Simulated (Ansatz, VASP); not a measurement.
Two plane-wave programs on SiNi2

```
Si Ni
1.0
     3.91193    0.00000    0.00000
    -1.95596    3.38783    0.00000
     0.00000    0.00000    4.99145
Si Ni
2 4
Direct
  0.33333 0.66667 0.75000
  0.66667 0.33333 0.25000
  0.00000 0.00000 0.00000
  0.00000 0.00000 0.50000
  0.33333 0.66667 0.25000
  0.66667 0.33333 0.75000
```

Alike in both runs: functional PBE; k mesh 12 × 12 × 8; occupations gaussian, width 0.1 eV; no spin polarisation.

Ansatz relaxed the structure, and its values are those at the end. VASP's run is a single point on that final structure, the one shown.

```csv
,VASP,Ansatz
version,VASP 6.6.1,Ansatz 0.2.0
potentials or method,"VASP PAW PBE potentials, release 64 (Si, Ni)","scalar-relativistic, plane waves, PAW"
plane-wave cutoff (eV),520,420
valence electrons in the cell,48,80
```

|  | VASP | Ansatz | Ansatz less VASP |
| --- | --- | --- | --- |
| gap on the k mesh at the Fermi level (eV) | none | none | - |
| pressure (GPa) | 0.0 | 0.0 | -0.04 |

A gap of «none» marks a metal or a gap that the smearing closes. The two sets of potentials don't hold the same shells in valence.

Spin polarisation is off, so any magnetic state and its effect on volume and gap are missing.
